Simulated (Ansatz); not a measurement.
**Tetragonal deformation path in WC**

Computed with DFT PBE, scalar-relativistic, plane waves, PAW in Ansatz. Settings: plane waves to 420 eV, k-mesh 26×26×26 (Γ-centred), Gaussian smearing 0.15 eV. Spin–orbit coupling is left out, which can shift energies with elements as heavy as these. No spin polarisation. Energies are free energies at this smearing, counted from the undisturbed cell; pressure is positive in compression.

The starting cell (relaxed at this level; this rock-salt form isn't the usual structure):

```
W C
1.0
     0.00000    2.19001    2.19001
     2.19001    0.00000    2.19001
     2.19001    2.19001    0.00000
W C
1 1
Direct
  0.00000 0.00000 0.00000
  0.50000 0.50000 0.50000
```

At fixed volume and fractional coordinates, lengths along (0.000, 0.000, 1.000) are scaled against those across it; ρ is that ratio over its starting value. The cell is metallic on the mesh throughout.

```
    ρ  ΔE (meV/atom) pressure (GPa)
0.707         2260.3            90.3
0.780         1050.7            50.4
0.850          403.8            21.9
0.920           95.9             5.7
1.000            0.0             0.0
1.200          324.9            23.9
1.300          637.6            47.0
1.414         1079.7            77.9
```

Cost: 8 runs of about 3.1 core-minutes in all, on Arm Neoverse V1 (shared hosts).